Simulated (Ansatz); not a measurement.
Bands of BaTiO3

```xyz
5
Lattice="3.9841 0.0000 0.0000 0.0000 2.8371 2.8458 0.0000 -2.8371 2.8458" Properties=species:S:1:pos:R:3 pbc="T T T"
Ba    0.0000    0.0000    0.0000
Ti    1.9921    0.0000    2.8908
O     0.0000    0.0000    2.8008
O     1.9921   -1.3936    4.2579
O     1.9921    1.3936    4.2579
```

Atom numbers follow the list: Ba1, Ti2, O3, O4, O5.

The geometry is COD entry 9016084, unchecked; take it as a test cell.

Spin–orbit coupling is left out, though it moves levels of the heavy atoms by tenths of an eV or more.

Level of theory: DFT, PBEsol, all-electron LAPW, scalar-relativistic in Ansatz 0.2.0.

Sampling and basis: a Γ-centred 8×8×8 k mesh, Fermi–Dirac smearing of 0.05 eV, basis error target 1 meV/atom, no spin polarisation.

Points in fractions of the reciprocal vectors of this cell: Γ (0, 0, 0), Y (0, 0.5, 0.5), C0 (0, 0.502, 0.498), Σ0 (0, 0.498, -0.498), Z (0.5, 0, 0), A0 (0.5, 0.498, -0.498), E0 (0.5, 0.502, 0.498), T (0.5, 0.5, 0.5). The path joins them by straight lines in the order Γ–Y–C0–Σ0–Γ–Z–A0–E0–T; legs that retrace an earlier one aren't tabulated. Energies are in eV from the top of the valence band.

(1) Is there a gap, and where are the band edges?

(2) List the levels between -8 and 5 eV at the symmetry points.

Results:

(1) 1.81 eV, indirect from A0 (0.5, 0.498, -0.498) to Γ.

(2) 
Γ: -2.30, -2.29, -2.28, -1.19, -1.14, -1.13, -0.21, -0.17, -0.14, 1.81, 1.83, 1.91, 4.02, 4.07, 4.98
Y: -4.28, -4.03, -3.80, -2.69, -2.65, -1.69, -0.89, -0.87, -0.09, 3.55, 3.58, 3.96, 4.92
C0: -4.28, -4.03, -3.80, -2.69, -2.65, -1.69, -0.89, -0.87, -0.09, 3.55, 3.58, 3.96, 4.92
Σ0: -4.28, -4.03, -3.80, -2.69, -2.65, -1.69, -0.89, -0.87, -0.09, 3.55, 3.58, 3.96, 4.92
Z: -4.02, -2.76 (×2), -2.01, -1.95, -1.84, -1.80, -0.75, -0.71, 1.96, 3.57, 3.60, 4.01
A0: -4.49, -3.82, -3.78, -2.38, -2.37, -2.32, -0.03, 0.00 (×2), 4.21, 4.22, 4.24
E0: -4.49, -3.82, -3.78, -2.38, -2.37, -2.32, -0.03, 0.00 (×2), 4.21, 4.22, 4.24
T: -4.49, -3.82, -3.78, -2.38, -2.37, -2.32, -0.03, 0.00 (×2), 4.21, 4.22, 4.24
